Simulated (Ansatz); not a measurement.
MnS:

```
CELL_PARAMETERS angstrom
0.00000 2.60450 2.60450
2.60450 0.00000 2.60450
2.60450 2.60450 0.00000
ATOMIC_POSITIONS crystal
Mn 0.00000 0.00000 0.00000
S 0.50000 0.50000 0.50000
```

Base run:

- Program: Ansatz 0.2.0
- Functional: HSEsol
- Potentials or basis: Ansatz PAW
- Cutoff: 420 eV (not typed: the program's choice for these potentials)
- k mesh: 5 × 5 × 5
- Occupations: fermi-dirac, width 0.05 eV
- Spin: collinear spin, ferromagnetic start
- Starting moments: [4.0, 0.0] μB

Its results: band gap on the k mesh 1.09 eV, indirect (least direct gap 3.32 eV); pressure -0.8 GPa; net moment 5.00 μB per cell; site moments Mn +4.50; S +0.15 μB.

Task: The run is repeated on the same cell with these changes: functional from HSEsol to PBE. What comes out?

Result: Band gap on the k mesh none (metal or under the smearing width); pressure -4.3 GPa; net moment 4.59 μB per cell; site moments Mn +4.14; S +0.12 μB.

HSEsol gives the wider gap, since exact exchange removes part of the self-interaction.

Caveats: some runs use coarse meshes; a cell with one magnetic atom can't hold antiferromagnetic order, which such compounds often take; the magnetic or orbital state may not be the lowest (some runs); the k mesh misses the band edges, so the gap on the mesh is wider than the one along the path (some runs); the PAW data sets come from PBE, with cores solved anew for the run's functional, which leaves a small shift of forces and pressure (some runs); the thresholds are loose for stress (some runs); semilocal functionals often make such compounds metallic where correlation or magnetic order opens a gap, which also shifts bond lengths (some runs).
